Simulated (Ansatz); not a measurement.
Runs of Ansatz 0.2.0 on AlCu. The structure is cubic, space group Pm-3m (No. 221). The conventional cell has a = 2.998 Å, b = 2.998 Å, c = 2.998 Å, α = 90.00°, β = 90.00°, γ = 90.00°. Around Cu (site symmetry m-3m) lie 8 Al at 2.60 Å. Around Al (site symmetry m-3m) lie 8 Cu at 2.60 Å. The cell comes from a database or a generator and needn't be the stable form of this composition.

| task | level | cell | cutoff (eV) | points for each segment of the path | gap on the mesh (eV) | pressure (GPa) | V0 of scaled cells (Å³/atom) | relaxed volume (Å³/atom) | B0 (GPa) |
| --- | --- | --- | --- | --- | --- | --- | --- | --- | --- |
| band structure | r2SCAN | as given | 500 | 14 | none | -4.9 | - | - | - |
| equation of state | PBEsol | as given | 420 | - | - | - | 12.93 | - | (a) |
| band structure | BLYP | as given | 420 | 14 | none | 4.4 | - | - | - |
| equation of state | r2SCAN | as given | 500 | - | - | - | 12.93 | - | 134 |
| relaxation of cell and atoms | r2SCAN+rVV10 | relaxed | 500 | - | none | 0.0 | - | 12.84 | - |
| relaxation of cell and atoms | LDA | relaxed | 420 | - | none | 0.0 | - | (b) | - |

Alike in all rows: potentials or basis Ansatz PAW; no spin polarisation; k mesh 9 × 9 × 9; smearing fermi-dirac 0.05 eV.

Q: Fill in the values left out.

A: (a) 127; (b) 12.51.

Caveats: the PAW data sets come from PBE, with cores solved anew for the run's functional, which leaves a small shift of forces and pressure; the plane-wave basis is chosen anew once the cell has moved, so the energies of steps on either side of that aren't comparable (some runs); the potentials were made for another functional, which shifts forces and pressure (some runs).

A k mesh can miss the band edges.

A gap of «none» marks a metal or a gap under the smearing width.

Not every run made on this cell is shown here.
